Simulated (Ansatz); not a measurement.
Crystal: GaS.

```
Ga S
1.0
     3.58500    0.00000    0.00000
    -1.79250    3.10470    0.00000
     0.00000    0.00000   15.50000
Ga S
4 4
Direct
  0.66667 0.33333 0.83000
  0.33333 0.66667 0.33000
  0.66667 0.33333 0.67000
  0.33333 0.66667 0.17000
  0.66667 0.33333 0.40000
  0.33333 0.66667 0.90000
  0.66667 0.33333 0.10000
  0.33333 0.66667 0.60000
```

Base run:

| Property | Result |
| --- | --- |
| Program | Ansatz 0.2.0 |
| Functional | LDA |
| Potentials or basis | Ansatz PAW |
| Cutoff | 420 eV (not typed: the program's choice for these potentials) |
| k mesh | 9 × 9 × 2 |
| Occupations | gaussian, width 0.05 eV |
| Spin | no spin polarisation |

Its results: band gap on the k mesh 1.40 eV, direct; pressure -3.0 GPa; largest force 0.261 eV/Å.

Task: The run is repeated on the same cell with these changes: functional from LDA to PBEsol; occupations from gaussian, width 0.05 eV to gaussian, width 0.1 eV. What comes out?

Result: Band gap on the k mesh 1.47 eV, indirect (least direct gap 1.54 eV); pressure -0.9 GPa; largest force 0.211 eV/Å.

Caveats: odd divisions of the mesh miss points on the zone boundary, where band edges often lie, so the gap on the mesh can be too wide; the PAW data sets come from PBE, with cores solved anew for the run's functional, which leaves a small shift of forces and pressure; this functional lacks dispersion, which binds the layers, so the pressure and a relaxed spacing across them are unreliable (some runs).

A k mesh can miss the band edges.
